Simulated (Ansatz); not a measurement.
Runs of Ansatz 0.2.0 on Ca. It takes space group Fm-3m (No. 225, cubic). Conventional cell: a = 5.588 Å, b = 5.588 Å, c = 5.588 Å, α = 90.00°, β = 90.00°, γ = 90.00°. Ca (site symmetry m-3m) has 12 Ca at 3.95 Å as nearest neighbours. 

```csv
level,cell,k mesh,cutoff (eV),smearing,basis error allowed,gap on the mesh (eV),pressure (GPa)
RPBE,as given,8 × 8 × 8,78,gaussian 0.1 eV,0.001 eV/atom,none,0.3
PBE,as given,8 × 8 × 8,79,gaussian 0.1 eV,0.001 eV/atom,none,(a)
PBEsol,cell strained at random at fixed volume,8 × 8 × 8,83,gaussian 0.1 eV,0.001 eV/atom,none,-1.2
PBEsol,as given,8 × 8 × 8,79,gaussian 0.1 eV,0.001 eV/atom,none,-1.2
PBE,as given,6 × 6 × 6,66,fermi-dirac 0.03 eV,0.003 eV/atom,none,-0.7
```

Alike in all rows: task single point; potentials or basis all-electron LAPW, scalar-relativistic; no spin polarisation.

Task: Fill in the values left out.

Result: (a) -0.6.

Caveats: the k mesh is thin for a metal, which can move the energy by tens of meV per atom (some runs).

A k mesh can miss the band edges.

A gap of «none» marks a metal or a gap under the smearing width.

Not every run made on this cell is shown here.
